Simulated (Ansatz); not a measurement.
TaSi2 at a changed volume — ¹⁸¹Ta nuclear quadrupole resonance

Cell: a structure deposited in the COD, relaxed with PBE at fixed cell and then changed (volume scaled by 0.94, ions relaxed).

```cif
data_TaSi2
_symmetry_space_group_name_H-M 'P6_422'
_symmetry_Int_Tables_number 181
_cell_length_a 4.6862
_cell_length_b 4.6862
_cell_length_c 6.4359
_cell_angle_alpha 90.000
_cell_angle_beta 90.000
_cell_angle_gamma 120.000
loop_
_atom_site_label
_atom_site_type_symbol
_atom_site_symmetry_multiplicity
_atom_site_Wyckoff_symbol
_atom_site_fract_x
_atom_site_fract_y
_atom_site_fract_z
Ta Ta 3 c 0.5000 0.0000 0.0000
Si Si 6 i 0.1590 0.3179 0.0000
```

One atom of each set is listed.

The numbers come from a DFT calculation in Ansatz (PBE, plane waves and PAW, scalar-relativistic, 420 eV cutoff, Γ-centred 11×11×7 k-points, Fermi–Dirac smearing 0.05 eV).

¹⁸¹Ta: I = 7/2, Q = 3170 mb (year-2017 value). Static lattice, zero field.

Task: Predict the zero-field ¹⁸¹Ta lines of each site.

Result: For I = 7/2 and η = 0 the lines are |C_Q|/14 times 1, 2 and 3; η shifts the lowest up most.

| site | atoms | V_zz (10²¹ V/m²) | C_Q (MHz) | η | line frequencies (MHz) |
| --- | --- | --- | --- | --- | --- |
| Ta | 3 | 6.60 | 506 | 0.93 | 67.2, 91.9, 98.3 |

With no gap above 0.1 eV, as in a metal, the gradients converge slowly in k; expect changes of a tenth or more on a denser mesh. Without spin–orbit coupling the gradients at and beside Ta can be off by some per cent, at some sites by more. With these PAW files V_zz is typically within 2 to 3 % of all-electron values, but misses above 10 % occur on Ta. At this changed cell the PBE pressure is 16 GPa.
